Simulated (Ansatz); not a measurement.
MnAs under changes of volume

One of the cells (16.959 Å³/atom); the others are scaled copies at fixed shape and fractional positions:

```
CELL_PARAMETERS angstrom
3.71000 0.00000 0.00000
-1.85500 3.21295 0.00000
0.00000 0.00000 5.69100
ATOMIC_POSITIONS crystal
As 0.66667 0.33333 0.75000
As 0.33333 0.66667 0.25000
Mn 0.00000 0.00000 0.50000
Mn 0.00000 0.00000 0.00000
```

```yaml
Program: Ansatz 0.2.0
Functional: PBE
Potentials_or_basis: Ansatz PAW
Cutoff: "420 eV (not typed: the program's choice for these potentials)"
k_mesh: 8 × 8 × 5
Occupations: fermi-dirac, width 0.05 eV
Spin: collinear spin, ferromagnetic start
Starting_moments: "[0.0, 0.0, 4.0, 4.0] μB"
```

| volume (Å³/atom) | energy over the lowest point (meV/atom) | pressure (GPa) | moment (μB per cell) |
| --- | --- | --- | --- |
| 15.942 | 0.00 | -0.8 | 5.58 |
| 16.281 | 3.22 | -1.7 | 5.83 |
| 16.620 | 7.09 | -2.4 | 6.10 |
| 16.959 | ? | ? | ? |
| 17.298 | 21.58 | -4.6 | 6.41 |
| 17.638 | 32.56 | -5.5 | 6.57 |
| 17.977 | 44.85 | -6.2 | 6.74 |

**Question.** What does the run at 16.959 Å³/atom give?

**Answer.** Energy over the lowest point 12.91 meV/atom; pressure -3.5 GPa; moment 6.28 μB per cell.

Worked out: A Birch-Murnaghan fit of order 3 (a polynomial in V^(-2/3)) to the other rows has no minimum within the range. It gives 13.51 meV/atom at 16.959 Å³/atom, against the run's 12.91, and -dE/dV = -3.4 GPa, against -3.5. A parabola through the other rows of the moment, of slope 0.555 μB per Å³/atom there, gives 6.26 μB, against the run's 6.28.

Energies are extrapolated to zero smearing.

Caveats: only a ferromagnetic start was run, and an antiferromagnetic order may lie lower in energy.
